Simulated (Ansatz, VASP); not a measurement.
Ti: VASP beside Ansatz

```
CELL_PARAMETERS angstrom
4.57976 0.00000 0.00000
-2.28988 3.96619 0.00000
0.00000 0.00000 2.74161
ATOMIC_POSITIONS crystal
Ti 0.33324 0.00000 0.33333
Ti 0.00000 0.33324 0.66667
Ti 0.66676 0.66676 0.00000
```

Alike in both runs: functional PBEsol; k mesh 6 × 6 × 4; occupations gaussian, width 0.1 eV; no spin polarisation.

Ansatz relaxed the structure, and its values are those at the end. VASP's run is a single point on that final structure, the one shown.

|  | VASP | Ansatz |
| --- | --- | --- |
| version | VASP 6.6.1 | Ansatz 0.2.0 |
| potentials or method | VASP PAW PBE potentials, release 64 (Ti_sv) | scalar-relativistic, plane waves, PAW |
| plane-wave cutoff (eV) | 520 | 420 |
| valence electrons in the cell | 36 | 36 |

```tsv
	VASP	Ansatz	Ansatz less VASP
gap on the k mesh at the Fermi level (eV)	none	none	-
pressure (GPa)	-0.3	-0.1	+0.26
```

A gap of «none» marks a metal or a gap that the smearing closes. The functional is the same, so the differences come from potentials, cutoffs and numerics.

Caveats: the k mesh is coarse (spacing up to 0.57 Å⁻¹), so the values aren't converged; the PAW data sets were made with another functional, which shifts forces and pressure a little (VASP).
